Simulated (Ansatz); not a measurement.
The system is FeO (Wuestite).

```
CELL_PARAMETERS angstrom
0.00000 2.15540 2.15540
2.15540 0.00000 2.15540
2.15540 2.15540 0.00000
ATOMIC_POSITIONS crystal
Fe 0.00000 0.00000 0.00000
O 0.50000 0.50000 0.50000
```

* Program: Ansatz 0.2.0
* Task: relaxation of cell and atoms
* Functional: SVWN5
* Potentials or basis: JTH PAW LDA
* Cutoff: 1380 eV
* Density cutoff: 6900 eV
* k mesh: 11 × 11 × 11
* Occupations: cold, width 0.01 eV
* Spin: collinear spin, ferromagnetic start
* Starting moments: [3.0, 0.0] μB

At the start: volume 10.01 Å³/atom.

Where does the relaxation end?

It ends after 8 steps and the volume is 9.13 Å³/atom (-8.8 %); space group Fm-3m (No. 225, to 0.05 Å); moment 3.85 μB per cell.

The path:
```tsv
step	energy change (eV)	largest force (eV/Å)	volume (Å³)
1	0.0000	0.0000	20.03
2	-0.0724	0.0000	19.00
3	-0.0858	0.0000	18.39
4	-0.0865	0.0000	18.25
5	-0.0865	0.0000	18.27
6	-0.0859	0.0000	18.27
7	-0.0859	0.0000	18.26
8	-0.0859	0.0000	18.26
```

Final structure:
```
CELL_PARAMETERS angstrom
0.00000 2.09015 2.09015
2.09015 0.00000 2.09015
2.09015 2.09015 0.00000
ATOMIC_POSITIONS crystal
Fe 0.00000 0.00000 0.00000
O 0.50000 0.50000 0.50000
```

Caveat: the plane-wave basis is chosen anew once the cell has moved, so the energies of steps on either side of that aren't comparable; a cell with one magnetic atom can't hold antiferromagnetic order, which such compounds often take.
